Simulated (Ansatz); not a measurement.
**From the elastic tensor of Ag at 3 GPa (stress–strain coefficients) to moduli and sound speeds**

Method: DFT PBE, scalar-relativistic, plane waves, PAW in Ansatz. Cutoff 420 eV, 20×20×20 k-points (Γ-centred), Fermi-Dirac smearing of 0.15 eV. No spin polarisation.

The structure is cubic, space group Fm-3m (No. 225). The conventional cell has a = 4.107 Å, b = 4.107 Å, c = 4.107 Å, α = 90.00°, β = 90.00°, γ = 90.00°. Ag (site symmetry m-3m) has 12 Ag at 2.90 Å as nearest neighbours.

In a metal, frequencies and elastic constants depend on the k mesh and the smearing, soft modes and shear constants most.

Relaxed-ion constants (GPa, on the Cartesian axes of the calculation):
C11 = 132.8, C12 = 95.9, C13 = 95.9, C22 = 132.8, C23 = 95.9, C33 = 132.8, C44 = 52.6, C55 = 52.6, C66 = 52.6 GPa; the others vanish.

Density 10.344 g/cm³; 1 atom in 17.32 Å³.

The values that follow are for a polycrystal of randomly turned grains, by Hill's mean where one number stands. In a crystal this anisotropic the Voigt and Reuss bounds lie far apart, so Hill's mean and the sound speeds and Debye temperature from it are rough.

```
Bulk modulus, Voigt / Reuss / Hill          : 108.2 / 108.2 / 108.2 GPa
Shear modulus, Voigt / Reuss / Hill         : 39.0 / 30.2 / 34.6 GPa
Young's modulus                             : 94 GPa
Poisson ratio                               : 0.356
Pugh ratio B/G                              : 3.13
Universal anisotropy index                  : 1.45
Longitudinal and transverse sound speeds    : 3862 and 1828 m/s
Debye temperature from the mean sound speed : 237 K
```

Cost: 1 run of about 0.94 core-minutes, on Intel Xeon Platinum 8488C (Sapphire Rapids) (shared hosts).

Compressed silver resists volume change far more than shear, and its softest response is the tetragonal shear governed by C11 − C12, not the one governed by C44. Central forces between nearest neighbours in an fcc lattice already favour this order, so the anisotropy needs no directional bonding; the crystal is stiffest along ⟨111⟩ and most compliant along ⟨100⟩. C12 exceeds C44 by much more than the applied pressure alone would produce in a central-force solid. This points to the volume-dependent energy of the delocalised sp electrons, which opposes compression but contributes little to shear resistance.

Even under pressure, the lattice parameter remains above the measured ambient value, reflecting PBE's usual underbinding of silver, so the elastic constants are probably somewhat too soft for this pressure. They satisfy the conditions for stability against small homogeneous strains. The high Pugh and Poisson ratios fit silver's known ductility but do not establish it, since plastic flow depends on dislocations and stacking faults.
